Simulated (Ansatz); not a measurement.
# SiC: the cost of one run

Computed with Ansatz 0.2.0 (DFT PBEsol, scalar-relativistic, plane waves, PAW, unless a step's input says otherwise).

2 further runs of the same task are left out: 2 set aside as unsound or not needed.

## 1. The structure to begin with

It takes space group P6_3mc (No. 186, hexagonal). The conventional cell has a = 3.076 Å, b = 3.076 Å, c = 5.048 Å, α = 90.00°, β = 90.00°, γ = 120.00°. Si (site symmetry 3m) is surrounded by 4 C at 1.88 to 1.90 Å. C (site symmetry 3m) is surrounded by 4 Si at 1.88 to 1.90 Å.

Coordinates:

```cif
data_structure
_symmetry_space_group_name_H-M 'P 1'
_symmetry_Int_Tables_number 1
_cell_length_a 3.0758
_cell_length_b 3.0758
_cell_length_c 5.0477
_cell_angle_alpha 90.000
_cell_angle_beta 90.000
_cell_angle_gamma 120.000
_cell_volume 41.36
loop_
_atom_site_label
_atom_site_type_symbol
_atom_site_fract_x
_atom_site_fract_y
_atom_site_fract_z
_atom_site_occupancy
Si1 Si 0.33333 0.66667 0.00458 1
Si2 Si 0.66667 0.33333 0.50458 1
C1 C 0.33333 0.66667 0.38042 1
C2 C 0.66667 0.33333 0.88042 1
```

This cell was relaxed beforehand with the same method: volume 10.34 Å³/atom, gap on the mesh 2.12 eV.

## 2. Static run: bands, density of states and charges

The input, input.yaml:

```yaml
crystal:
  lattice:
    - [3.0758056109, 0.0, 0.0]
    - [-1.5379028055, 2.6637257962, 0.0]
    - [0.0, 0.0, 5.0477112674]
  atoms:
    - { symbol: Si, position: [0.3333333333, 0.6666666667, 0.0045849533] }
    - { symbol: Si, position: [0.6666666667, 0.3333333333, 0.5045849533] }
    - { symbol: C, position: [0.3333333333, 0.6666666667, 0.3804150467] }
    - { symbol: C, position: [0.6666666667, 0.3333333333, 0.8804150467] }
basis:
  ecutwfc: 420
kpoints:
  mp_grid: { grid: [12, 12, 6] }
  band_path:
    path:
      - [[0.0, 0.0, 0.0], [0.5, 0.0, 0.0], [0.33333333, 0.33333333, 0.0], [0.0, 0.0, 0.0], [0.0, 0.0, 0.5], [0.5, 0.0, 0.5], [0.33333333, 0.33333333, 0.5], [0.0, 0.0, 0.5]]
      - [[0.5, 0.0, 0.5], [0.5, 0.0, 0.0]]
      - [[0.33333333, 0.33333333, 0.5], [0.33333333, 0.33333333, 0.0]]
    npoints: 14
hamiltonian:
  xc: pbesol
scf:
  occupations: { method: gaussian, width: 0.02 }
  n_extra_bands: 10
output:
  forces: true
  stress: true
  eigenvalues: true
  populations: true
  dos: { projected: true, de: 0.02, nscf_kmesh: { grid: [18, 18, 9] } }
  bader: true
  write_density: true
  write_potential: true
  elf: true
  volumetric_format: npy
```

Run with:

```bash
$ ansatz run input.yaml --threads 1 --pin off --max-ram 2560MiB --backend cpu --events-out ev --progress --plain --runs-dir out
```

**Question.** How long does this run take on 1 thread of Arm Neoverse V1, shared host, and how much memory does it need?

About 60 s, with a peak of 0.35 GiB.
